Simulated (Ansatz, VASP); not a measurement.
# Si in VASP and in Ansatz

File INCAR:

```
SYSTEM = Si
PREC = Accurate
ENCUT = 520
EDIFF = 1E-6
ISMEAR = 0
SIGMA = 0.01
LREAL = .False.
LASPH = .True.
NELM = 100
ALGO = Normal
ISIF = 2
LWAVE = .False.
LCHARG = .False.
NBANDS = 11
```

The input KPOINTS:

```
Automatic mesh
0
Gamma
  8 8 8
  0 0 0
```

File POSCAR:

```
Si
1.0
   -0.0573530000      2.7249620000      2.6643970000
    2.6852670000     -0.0761020000      2.6831470000
    2.6646140000      2.7230590000     -0.0554490000
Si
2
Direct
    0.5000000000      0.5000000000      0.5000000000
    0.7500000000      0.7500000000      0.7500000000
```

Contents of input.yaml:

```yaml
crystal:
  lattice:
    - [-0.057353, 2.724962, 2.664397]
    - [2.685267, -0.076102, 2.683147]
    - [2.664614, 2.723059, -0.055449]
  atoms:
    - { symbol: Si, position: [0.5, 0.5, 0.5] }
    - { symbol: Si, position: [0.75, 0.75, 0.75] }
kpoints:
  mp_grid: { grid: [8, 8, 8] }
scf:
  occupations: { method: gaussian, width: 0.01 }
hamiltonian:
  xc: lda
  pseudopotentials: { kind: all_electron, lapw: { basis_error: 0.001 } }
output:
  forces: true
  stress: true
  eigenvalues: true
```

Change from the starting cell: cell strained at random at fixed volume.

Alike in both runs: task single point; functional LDA; k mesh 8 × 8 × 8; occupations gaussian, width 0.01 eV; no spin polarisation.

|  | VASP | Ansatz |
| --- | --- | --- |
| version | VASP 6.6.1 | Ansatz 0.2.0 |
| potentials or method | VASP PAW LDA potentials, release 64 (Si) | all-electron LAPW, scalar-relativistic |
| plane-wave cutoff (eV) | 520 | see its input |

|  | VASP | Ansatz | Ansatz less VASP |
| --- | --- | --- | --- |
| gap on the k mesh at the Fermi level (eV) | 0.33 | 0.34 | +0.008 |
| least direct gap on the mesh (eV) | 2.18 | 2.19 | +0.004 |
| pressure (GPa) | -1.9 | -2.0 | -0.09 |
| largest component of the traceless stress (GPa) | 2.89 | 2.87 | -0.021 |
| rms of the force components (eV/Å) | 0.239 | 0.239 | -0.0004 |

Atom by atom the forces differ by 0.000 eV/Å (rms over components). Ansatz ran all-electron here, so the differences hold the error of VASP's frozen core and of both bases.

A k mesh can miss the band edges.
